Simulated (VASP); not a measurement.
# Ir: single point with PBEsol

Crystal: Ir.

```
Ir
1.0
     2.72141    0.00000    0.00000
    -1.36071    2.35681    0.00000
     0.00000    0.00000    4.41203
Ir
2
Cartesian
  0.0000 1.5712 1.1030
  1.3607 0.7856 3.3090
```

This isn't the form of Ir at room conditions, which is fcc.

- Program: VASP 6.6.1
- Task: single point
- Functional: PBEsol
- Potentials or basis: VASP PAW PBE potentials, release 64 (Ir)
- Cutoff: 520 eV
- k mesh: 18 × 18 × 10
- Occupations: gaussian, width 0.1 eV
- Spin: non-collinear spin, zero start, spin-orbit coupling
- Starting moments: [[0.0, 0.0, 0.0], [0.0, 0.0, 0.0]] μB
- Further INCAR settings: ALGO = Normal; EDIFF = 1e-06; NBANDS = 30

* Pressure: 0.9 GPa
* Net moment: 0.00 μB per cell
* Valence electrons inside the program's atomic spheres: Ir 8.39

Stress tensor (GPa, compression positive):
```
0.73 0.00 0.00
0.00 0.73 0.00
0.00 0.00 1.37
```

Moments on the atoms (μB; x, y, z):
```
Ir  0.00 0.00 0.00
Ir  0.00 0.00 0.00
```

It took 15 min on 1 thread of Intel(R) Xeon(R) Platinum 8488C (Sapphire Rapids) (shared host), peak memory 0.67 GiB.

Caveat: the PAW data sets were made with another functional, which shifts forces and pressure a little.
